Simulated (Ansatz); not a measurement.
**Al₅HO₈: a ladder of calculations**

Cell of run 1: an entry of the Crystallography Open Database (COD; perhaps a calculated or model structure).

Space group P6_3mc (No. 186); a = 5.6153, c = 8.8249 Å, γ = 120.00°.

| site | Wyckoff | site symmetry | x | y | z |
| --- | --- | --- | --- | --- | --- |
| Al1 | 6c | .m. | 0.1657 | 0.3314 | 0.3647 |
| Al7 | 2b | 3m. | 0.6667 | 0.3333 | 0.1589 |
| Al9 | 2b | 3m. | 0.3333 | 0.6667 | 0.0474 |
| H | 2a | 3m. | 0.0000 | 0.0000 | 0.0935 |
| O13 | 2a | 3m. | 0.0000 | 0.0000 | 0.9825 |
| O15 | 6c | .m. | 0.5145 | 0.0290 | 0.0002 |
| O21 | 6c | .m. | 0.3315 | 0.1658 | 0.2622 |
| O27 | 2b | 3m. | 0.3333 | 0.6667 | 0.2545 |

One atom of each set is listed.

Relaxed positions (PBE, cell held):

Al1 (0.1657, 0.3315, 0.3647)
Al7 (0.6667, 0.3333, 0.1583)
Al9 (0.3333, 0.6667, 0.0462)
H (0.0000, 0.0000, 0.0961)
O13 (0.0000, 0.0000, 0.9841)
O15 (0.5145, 0.0291, 0.0003)
O21 (0.3316, 0.1658, 0.2617)
O27 (0.3333, 0.6667, 0.2533)

All runs are DFT with Ansatz 0.2.0 (plane waves and PAW, scalar-relativistic unless spin–orbit coupling is named, Γ-centred meshes, Fermi–Dirac smearing where given) in this cell.

Run 1: PBE, atoms as given; 420 eV, 5×5×3 k-points, smearing 0.02 eV.
Run 2: PBE, atoms relaxed; 420 eV, 5×5×3 k-points, smearing 0.02 eV.
Run 3: r2SCAN, at the relaxed atoms; 500 eV, 5×5×3 k-points, smearing 0.02 eV.

```
run  Al9 V_zz (η)   H V_zz (η)  O13 V_zz (η)
  1   1.80 (0.00)  3.64 (0.00)  10.18 (0.00)
  2             ?            ?             ?
  3   1.88 (0.00)  3.33 (0.00)  10.62 (0.00)
```

V_zz in 10²¹ V/m²; 3 of the 8 sets of like atoms are followed.

Task: Estimate the row of run 2.

Result: Al9: 1.88 (0.00); H: 3.41 (0.00); O13: 10.26 (0.00). It lies nearest to run 1, from whose tensors on these sites it differs by 0.24 at most (largest principal value of the difference, on H). Taken one at a time, the functional (r2SCAN with its higher cutoff) moves the tensors on these sites by up to 0.35 (largest principal value of the change, on O13), the positions of the atoms (as given or relaxed) by 0.24 (H).

With these PAW files V_zz is typically within 2 to 3 % of all-electron values, but misses above 10 % occur on Al. In runs 1, 3 the atoms aren't at the calculated equilibrium (largest force 0.36, 0.45 eV/Å).
